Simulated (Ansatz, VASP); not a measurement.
Two plane-wave programs on SrO

File INCAR:

```
SYSTEM = SrO
PREC = Accurate
ENCUT = 520
EDIFF = 1E-7
ISMEAR = 0
SIGMA = 0.05
LREAL = .FALSE.
LASPH = .TRUE.
NELM = 100
ALGO = Fast
ISIF = 2
LWAVE = .FALSE.
LCHARG = .FALSE.
GGA = PE
NBANDS = 24
```

Contents of KPOINTS:

```
regular mesh
0
G
  6 6 6
  0 0 0
```

Contents of POSCAR:

```
SrO
1.0
    4.2754662656      0.0000000000      0.0000000000
   -2.1377331328      3.7026623990      0.0000000000
    0.0000000000      0.0000000000      5.1555949900
Sr O
2 2
Direct
    0.3333333333      0.6666666667      0.9381277000
    0.6666666667      0.3333333333      0.4381277000
    0.3569649774      0.7139299548      0.4368723000
    0.6902983108      0.3805966215      0.9368723000
```

Input for Ansatz:

```yaml
crystal:
  lattice:
    - [4.2754662656, 0.0, 0.0]
    - [-2.1377331328, 3.702662399, 0.0]
    - [0.0, 0.0, 5.15559499]
  atoms:
    - { symbol: Sr, position: [0.3333333333, 0.6666666667, 0.9381277] }
    - { symbol: Sr, position: [0.6666666667, 0.3333333333, 0.4381277] }
    - { symbol: O, position: [0.3569649774, 0.7139299548, 0.4368723] }
    - { symbol: O, position: [0.6902983108, 0.3805966215, 0.9368723] }
basis:
  ecutwfc: 420
kpoints:
  mp_grid: { grid: [6, 6, 6] }
hamiltonian:
  xc: pbe
scf:
  occupations: { method: gaussian, width: 0.05 }
output:
  forces: true
  stress: true
  eigenvalues: true
```

Change from the starting cell: all O atoms moved +0.175 Å, as atom 3 along Cartesian [0 1 0].

Alike in both runs: task single point; functional PBE; k mesh 6 × 6 × 6; occupations gaussian, width 0.05 eV; no spin polarisation.

|  | VASP | Ansatz |
| --- | --- | --- |
| version | VASP 6.6.1 | Ansatz 0.2.0 |
| potentials or method | VASP PAW PBE potentials, release 64 (Sr_sv, O) | scalar-relativistic, plane waves, PAW |
| plane-wave cutoff (eV) | 520 | 420 |
| valence electrons in the cell | 32 | 32 |

Ansatz gave:

| Item | Value |
| --- | --- |
| gap on the k mesh at the Fermi level (eV) | 2.69 |
| least direct gap on the mesh (eV) | 2.69 |
| pressure (GPa) | 1.7 |
| largest component of the traceless stress (GPa) | 0.84 |
| rms of the force components (eV/Å) | 0.511 |

Q: Estimate VASP's values.

A: gap on the k mesh at the Fermi level (eV): 2.68; least direct gap on the mesh (eV): 2.68; pressure (GPa): 2.3; largest component of the traceless stress (GPa): 0.89; rms of the force components (eV/Å): 0.537.

Atom by atom the forces differ by 0.026 eV/Å (rms over components).

Caveats: forces of over 1 eV/Å show positions far from the minimum, so gaps and moduli don't describe the material at rest. A k mesh can miss the band edges.
